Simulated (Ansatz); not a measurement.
TaN: equation of state with PBE

Crystal: TaN.

```
Ta N
1.0
     0.00000    2.21132    2.21132
     2.21132    0.00000    2.21132
     2.21132    2.21132    0.00000
Ta N
1 1
Direct
  0.50000 0.50000 0.50000
  0.00000 0.00000 0.00000
```

The cell comes from a database or a generator and needn't be the stable form of this composition.

```
Program             : Ansatz 0.2.0
Task                : equation of state
Functional          : PBE
Potentials or basis : Ansatz PAW
Cutoff              : 420 eV
Density cutoff      : 1680 eV
k mesh              : 10 × 10 × 10
Occupations         : fermi-dirac, width 0.05 eV
Spin                : no spin polarisation
```

```json
{"Equilibrium volume": "10.77 Å³/atom", "Bulk modulus": "330 GPa", "Pressure derivative of the bulk modulus": "4.5"}
```

Energy against volume, from the lowest point:
```tsv
volume (Å³/atom)	energy (meV/atom)
10.164	38.63
10.381	15.26
10.597	2.76
10.813	0.00
11.030	6.07
11.246	19.93
11.462	40.81
```

All runs of the series together: 3.7 s on 2 threads of Intel(R) Xeon(R) 6975P-C (Granite Rapids), with other jobs on the host.

The run has no spin-orbit coupling, so splittings on Ta are missing.
